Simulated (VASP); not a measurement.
# CoO (Fm-3m) in VASP: further runs

One crystal, CoO, is run at these levels: optB86b-vdW+U, revPBE+U, PBEsol; tasks: relaxation of the atoms, hyperfine couplings, elastic constants, optical spectrum.

Program: VASP 6.6.1. These are calculated values, not measurements. Logs are shortened: lines on timing, memory, paths and dates and some standing lists are left out, and cuts for length are marked.

### 1 Starting point

The structure is cubic, space group Fm-3m (No. 225). The conventional cell has a = 4.263 Å, b = 4.263 Å, c = 4.263 Å, α = 90.00°, β = 90.00°, γ = 90.00°. Co (site symmetry m-3m) is surrounded by 6 O at 2.13 Å. O (site symmetry m-3m) has 6 Co at 2.13 Å as nearest neighbours.

### 2 Relaxation of the atoms, optB86b-vdW+U, collinear spin, ferromagnetic start (cell strained at random at fixed volume)

INCAR

```
PREC     = Accurate       # precision mode
ENCUT    = 520            # plane-wave cutoff, eV
EDIFF    = 1E-7           # SCF threshold, eV
ISMEAR   = 0              # smearing method
SIGMA    = 0.05           # smearing width, eV
LREAL    = F              # projectors in reciprocal space
LASPH    = T              # aspherical terms in the spheres
NELM     = 120            # most SCF steps
ALGO     = Normal         # electronic algorithm
ISIF     = 2              # what is computed and relaxed
LWAVE    = F              # write WAVECAR
LCHARG   = F              # write CHGCAR
ISPIN    = 2              # spin polarisation
MAGMOM   = 2 0            # initial moments
LORBIT   = 11             # projections on sites
LMAXMIX  = 4              # l up to which the mixer works
LDAU     = T              # DFT+U
LDAUTYPE = 1            
LDAUL    = 2 -1           # shell
LDAUU    = 7 0            # U, eV
LDAUJ    = 1 0          
LDAUPRINT= 1            
GGA      = MK             # functional
LUSE_VDW = T            
AGGAC    = 0.0          
PARAM1   = 0.1234       
PARAM2   = 1.0          
IBRION   = 2              # ionic algorithm
NSW      = 40             # ionic steps
EDIFFG   = -0.01          # ionic threshold
```

KPOINTS

```
regular mesh
0
Gamma
  11 11 11
```

POSCAR

```
CoO
1.0
    0.0012110000      2.0936810000      2.1093940000
    2.1400490000     -0.0351540000      2.1457590000
    2.1273400000      2.1173370000     -0.0224450000
Co O
1 1
Selective dynamics
Direct
    0.0000000000      0.0000000000      0.0000000000  F F F
    0.5000000000      0.5000000000      0.5000000000  T T T
```

Potentials or basis: VASP PAW PBE potentials, release 64 (Co, O).

Started as:

```console
cat potpaw_PBE.64/Co/POTCAR potpaw_PBE.64/O/POTCAR > POTCAR
mpirun -np 1 vasp_std > vasp.out
```

OUTCAR:

```text
PREC = Accurate
   ENCUT = 520
   EDIFF = 1E-7
   ISMEAR = 0
   LREAL = F
   LASPH = T
   NELM = 120
   ISIF = 2
   ISPIN = 2
   LORBIT = 11
   GGA = MK
   IBRION = 2
   NSW = 40
   EDIFFG = -0.01

 ion  position               nearest neighbor table
   1  0.000  0.000  0.000-   2 2.12   2 2.12   2 2.13   2 2.13   2 2.14   2 2.14
   2  0.500  0.500  0.500-   1 2.12   1 2.12   1 2.13   1 2.13   1 2.14   1 2.14

  Warning from LATTYP: Got some problem with cell dimensions!
  Tried to take original basis but could not verify dimensions!
  LATTYP: Found a triclinic cell.
 ALAT       =     5.1893019618
 B/A-ratio  =     0.5727251702
 C/A-ratio  =     0.8221175478
 COS(alpha) =     0.0008246429
 COS(beta)  =     0.4142323474
 COS(gamma) =     0.8615982653

  Lattice vectors:

 A1 = (  -2.1412600000,  -2.0585270000,  -4.2551530000)
 A2 = (  -0.0012110000,  -2.0936810000,  -2.1093940000)
 A3 = (  -4.2661780000,   0.0114980000,  -0.0139200000)

Analysis of symmetry for initial positions (statically):
=====================================================================
 Subroutine PRICEL returns:
 Original cell was already a primitive cell.

 Routine SETGRP: Setting up the symmetry group for a
 triclinic supercell.

 Subroutine GETGRP returns: Found  2 space group operations
 (whereof  2 operations were pure point group operations)
 out of a pool of  2 trial point group operations.

The static configuration has the point symmetry S_2 .

Analysis of symmetry for dynamics (positions and initial velocities):
=====================================================================
 Subroutine PRICEL returns:
 Original cell was already a primitive cell.

 Routine SETGRP: Setting up the symmetry group for a
 triclinic supercell.

 Subroutine GETGRP returns: Found  2 space group operations
 (whereof  2 operations were pure point group operations)
 out of a pool of  2 trial point group operations.

The dynamic configuration has the point symmetry S_2 .

Analysis of constrained symmetry for selective dynamics:
=====================================================================
 Subroutine PRICEL returns:
 Original cell was already a primitive cell.

 Routine SETGRP: Setting up the symmetry group for a
 triclinic supercell.

 Subroutine GETGRP returns: Found  2 space group operations
 (whereof  2 operations were pure point group operations)
 out of a pool of  2 trial point group operations.

The constrained configuration has the point symmetry S_2 .

Analysis of structural, dynamic, and magnetic symmetry:
=====================================================================
 Subroutine PRICEL returns:
 Original cell was already a primitive cell.

 Routine SETGRP: Setting up the symmetry group for a
 triclinic supercell.

 Subroutine GETGRP returns: Found  2 space group operations
 (whereof  2 operations were pure point group operations)
 out of a pool of  2 trial point group operations.

The overall configuration has the point symmetry S_2 .

 Subroutine INISYM returns: Found  2 space group operations
 (whereof  2 operations are pure point group operations),
 and found     1 'primitive' translations

----------------------------------------------------------------------------------------

                                     Primitive cell

  volume of cell :      19.3681

  direct lattice vectors                    reciprocal lattice vectors
     0.001211000  2.093681000  2.109394000    -0.234535912  0.238164899  0.237813656
     2.140049000 -0.035154000  2.145759000     0.233027487 -0.231692030  0.229832361
     2.127340000  2.117337000 -0.022445000     0.235784493  0.232940611 -0.231340786

  length of vectors
     2.972043850  3.030730475  3.001532146     0.410225484  0.401006135  0.404195762

  position of ions in fractional coordinates (direct lattice)
     0.000000000  0.000000000  0.000000000
     0.500000000  0.500000000  0.500000000

  ion indices of the primitive-cell ions
   primitive index   ion index
[... 80 lines left out ...]
   ISIF   =      2    stress and relaxation
   ISYM   =      2    0-nonsym 1-usesym 2-fastsym
   POTIM  = 0.5000    time-step for ionic-motion
   TEBEG  =    0.0;   TEEND  =   0.0 temperature during run
   PSTRESS=    0.0 pullay stress
   NELECT =      15.0000    total number of electrons
   NUPDOWN=      -1.0000    fix difference up-down
   EMIN   =  10.00;   EMAX   =-10.00  energy-range for DOS
   EFERMI =   0.00;   METHOD = LEGACY
   ISMEAR =     0;   SIGMA  =   0.05  broadening in eV -4-tet -1-fermi 0-gaus
   EFERMI_NEDOS =   21; number of points for ismear=-14 and -15
   IALGO  =     38    algorithm
   IMIX   =      4    mixing-type and parameters
     AMIX     =   0.40;   BMIX     =  1.00
     AMIX_MAG =   1.60;   BMIX_MAG =  1.00
  volume/ion in A,a.u.               =       9.68        65.35
  Fermi-wavevector in a.u.,A,eV,Ry     =   1.503407  2.841027 30.752327  2.260232
  Thomas-Fermi vector in A             =   2.614521
   LORBIT       =     11    0 simple, 1 ext, 2 COOP (PROOUT), +10 PAW based schemes
 LDA+U is selected, type is set to LDAUTYPE =  1
   angular momentum for each species LDAUL =     2   -1
   U (eV)           for each species LDAUU =   7.0  0.0
   J (eV)           for each species LDAUJ =   1.0  0.0
   GGA     = MK    functional components
   LHFCALC =     F    Hartree Fock is set to
   AEXX    =    0.0000 exact exchange contribution
   IVDW_NL    =     1    kernel type
   BPARAM     = 6.3000
   IVDW    =     0    specifies the selected vdW correction
   LEPSILON=     F    determine dielectric tensor
   LRPA    =     F    only Hartree local field effects (RPA)
 conjugate gradient relaxation of ions
 spin polarized calculation
 Gauss-broadening in eV      SIGMA  =   0.05
  energy-cutoff  :      520.00
  volume of cell :       19.37
 maximum number of plane-waves:       539
 NGX is ok and might be reduce to    24
   NGX = 11   NGY = 11   NGZ = 11

 number of electron      15.0000004 magnetization       3.4353832

 Free energy of the ion-electron system (eV)
  ---------------------------------------------------
  ext. energy  EPLUGINS =         0.00000000
  ---------------------------------------------------
  free energy    TOTEN  =        -6.86075272 eV

  energy without entropy =       -6.85592220  energy(sigma->0) =       -6.85833746

atom =   1  type =  1  l = 2

 onsite density matrix

spin component  1

  0.9766  0.0029 -0.0011 -0.0029 -0.0000
  0.0029  0.9765  0.0002 -0.0028 -0.0002
 -0.0011  0.0002  1.0275 -0.0006  0.0005
 -0.0029 -0.0028 -0.0006  0.9762 -0.0009
 -0.0000 -0.0002  0.0005 -0.0009  1.0291

spin component  2

  0.6185 -0.2995  0.1962  0.2843  0.0034
 -0.2995  0.6070 -0.0933  0.2983  0.1570
  0.1962 -0.0933  0.1677  0.1017  0.0046
  0.2843  0.2983  0.1017  0.6242  0.1655
  0.0034  0.1570  0.0046  0.1655  0.1634

 occupancies and eigenvectors

  o =  0.0283  v =  0.0000  0.0000  0.0000  0.0000  0.0000  0.5721  0.5913  0.0053 -0.5683 -0.0054      0.0000  0.0000  0.0000  0.0000  0.0000  0.0000  0.0000  0.0000  0.0000  0.0000
  o =  0.0965  v =  0.0000  0.0000  0.0000  0.0000  0.0000  0.2278 -0.1480 -0.9295  0.0645  0.2408      0.0000  0.0000  0.0000  0.0000  0.0000  0.0000  0.0000  0.0000  0.0000  0.0000
  o =  0.0996  v =  0.0000  0.0000  0.0000  0.0000  0.0000 -0.0596 -0.1496  0.2353 -0.2224  0.9323      0.0000  0.0000  0.0000  0.0000  0.0000  0.0000  0.0000  0.0000  0.0000  0.0000
  o =  0.9734  v =  0.3930  0.3953  0.0153  0.8299  0.0148  0.0000  0.0000  0.0000  0.0000  0.0000      0.0000  0.0000  0.0000  0.0000  0.0000  0.0000  0.0000  0.0000  0.0000  0.0000
  o =  0.9737  v =  0.7049 -0.7091  0.0166  0.0037 -0.0027  0.0000  0.0000  0.0000  0.0000  0.0000      0.0000  0.0000  0.0000  0.0000  0.0000  0.0000  0.0000  0.0000  0.0000  0.0000
  o =  0.9780  v =  0.0000  0.0000  0.0000  0.0000  0.0000  0.1029 -0.7150  0.0257 -0.6375 -0.2667      0.0000  0.0000  0.0000  0.0000  0.0000  0.0000  0.0000  0.0000  0.0000  0.0000
  o =  0.9783  v =  0.0000  0.0000  0.0000  0.0000  0.0000 -0.7789  0.3080 -0.2827 -0.4658 -0.0402      0.0000  0.0000  0.0000  0.0000  0.0000  0.0000  0.0000  0.0000  0.0000  0.0000
  o =  0.9822  v = -0.5901 -0.5838 -0.0052  0.5575  0.0068  0.0000  0.0000  0.0000  0.0000  0.0000      0.0000  0.0000  0.0000  0.0000  0.0000  0.0000  0.0000  0.0000  0.0000  0.0000
  o =  1.0273  v =  0.0199 -0.0037 -0.9514  0.0044  0.3073  0.0000  0.0000  0.0000  0.0000  0.0000      0.0000  0.0000  0.0000  0.0000  0.0000  0.0000  0.0000  0.0000  0.0000  0.0000
  o =  1.0292  v = -0.0063 -0.0028  0.3071 -0.0183  0.9515  0.0000  0.0000  0.0000  0.0000  0.0000      0.0000  0.0000  0.0000  0.0000  0.0000  0.0000  0.0000  0.0000  0.0000  0.0000

 number of electron      15.0000003 magnetization       2.9999990

 Free energy of the ion-electron system (eV)
  ---------------------------------------------------
  ext. energy  EPLUGINS =         0.00000000
  ---------------------------------------------------
  free energy    TOTEN  =        -8.04464591 eV

  energy without entropy =       -8.04464591  energy(sigma->0) =       -8.04464591

 E-fermi :   7.0383     XC(G=0): -12.4262

 val. band max:        6.8250010741   @ k =  -0.0000   0.0000   0.4545
 cond. band min:       8.9114177758   @ k =   0.0000   0.0000   0.0000
 fundamental gap:      2.0864167018
 Fermi energy:         7.0382843352

 spin component 1

 k-point     1 :       0.0000    0.0000    0.0000
  band No.  band energies     occupation
      1     -11.8857      1.00000
      2       0.4330      1.00000
      3       0.8123      1.00000
      4       0.8244      1.00000
      5       2.4542      1.00000
      6       2.4841      1.00000
      7       5.0370      1.00000
      8       5.2131      1.00000
      9       5.3088      1.00000
     10       8.9114      0.00000
     11      23.0857      0.00000
     12      24.4291      0.00000
[... 697 lines left out ...]
      1     -10.2012      1.00000
      2       0.4037      1.00000
      3       2.5281      1.00000
      4       3.3400      1.00000
      5       4.6399      1.00000
      6       5.5382      1.00000
      7      10.7913      0.00000
      8      11.7226      0.00000
      9      12.0571      0.00000
     10      15.1192      0.00000
     11      17.6375      0.00000
     12      19.5854      0.00000

 [... further k-points ...]

------------------------ aborting loop because EDIFF is reached ----------------------------------------

  FORCE on cell =-STRESS in cart. coord.  units (eV):
  Direction    XX          YY          ZZ          XY          YZ          ZX
  --------------------------------------------------------------------------------------
  -------------------------------------------------------------------------------------
  Total       -0.0371517      0.0715033     -0.0884039      0.2119674      0.4409510     -0.2264096
  in kB       -3.0732867      5.9149386     -7.3130057     17.5345054     36.4766322    -18.7292024
  external PRESSURE =      -1.4904512 kB  Pullay stress =       0.0000000 kB

 VOLUME and BASIS-vectors are now :
 -----------------------------------------------------------------------------
  energy-cutoff  :      520.00
  volume of cell :       19.37
      direct lattice vectors                 reciprocal lattice vectors
     0.001211000  2.093681000  2.109394000    -0.234535912  0.238164899  0.237813656
     2.140049000 -0.035154000  2.145759000     0.233027487 -0.231692030  0.229832361
     2.127340000  2.117337000 -0.022445000     0.235784493  0.232940611 -0.231340786

 POSITION                                       TOTAL-FORCE (eV/Angst)
 -----------------------------------------------------------------------------------
      0.00000      0.00000      0.00000        -0.000000     -0.000000      0.000000
      2.13430      2.08793      2.11635         0.000000      0.000000     -0.000000
 -----------------------------------------------------------------------------------
    total drift:                                0.000000     -0.000000     -0.000000

  FREE ENERGIE OF THE ION-ELECTRON SYSTEM (eV)
  ---------------------------------------------------
  free  energy   TOTEN  =        -8.0446459056 eV

  energy  without entropy=       -8.0446459056  energy(sigma->0) =       -8.04464591

Total vdW correction in eV:      2.8003628

 reached required accuracy - stopping structural energy minimisation

 total charge

# of ion       s       p       d       tot
------------------------------------------
    1        0.308   0.375   7.141   7.823
    2        1.543   3.477   0.000   5.021
--------------------------------------------------
tot          1.851   3.852   7.141  12.844

 magnetization (x)

# of ion       s       p       d       tot
------------------------------------------
    1        0.020   0.017   2.801   2.837
    2        0.015   0.115   0.000   0.130
--------------------------------------------------
tot          0.035   0.132   2.801   2.967
```

It took 14 min on 1 thread of Intel Xeon Platinum 8488C (Sapphire Rapids), shared host; peak memory 0.55 GiB.

Results:

- Free energy: -8.0446 eV
- Pressure after relaxing: -0.1 GPa
- Band gap on the k mesh: 2.09 eV, indirect (least direct gap 3.34 eV)
- Net moment: 3.00 μB per cell
- Site moments: Co +2.84; O +0.13 μB
- Valence electrons inside the program's atomic spheres: Co 7.82; O 5.02

Final structure:
```xyz
2
Lattice="0.0012 2.0937 2.1094 2.1400 -0.0352 2.1458 2.1273 2.1173 -0.0224" Properties=species:S:1:pos:R:3 pbc="T T T"
Co    0.0000    0.0000    0.0000
O     2.1343    2.0879    2.1164
```

Levels at points of the mesh, in eV from the valence-band top:
Spin up:
```csv
k point,band 6,band 7,band 8,band 9,band 10,band 11,band 12
"(0.00, 0.00, 0.00)",-4.34,-1.79,-1.61,-1.52,2.09,16.26,17.60
```
Spin down:
```
           k point  band 4  band 5  band 6  band 7  band 8  band 9
(0.00, 0.00, 0.00)   -1.47   -1.35   -1.26    2.63    3.01    3.46
```

Eigenvalues of the final occupation matrices:
| site | spin | trace | eigenvalues |
| --- | --- | --- | --- |
| site 1 d | 1 | 4.99 | 0.97 0.97 0.98 1.03 1.03 |
| site 1 d | 2 | 2.18 | 0.03 0.10 0.10 0.98 0.98 |

Caveat: the relaxation stopped at its first step, so nothing moved; the PAW data sets were made with another functional, which shifts forces and pressure a little; an odd mesh through Γ misses points on the zone boundary, where band edges often lie; a cell with one magnetic atom can't hold antiferromagnetic order, which such compounds often take. The state reached can hang on the start; a lower one may exist.

[end of part 1 of 2]
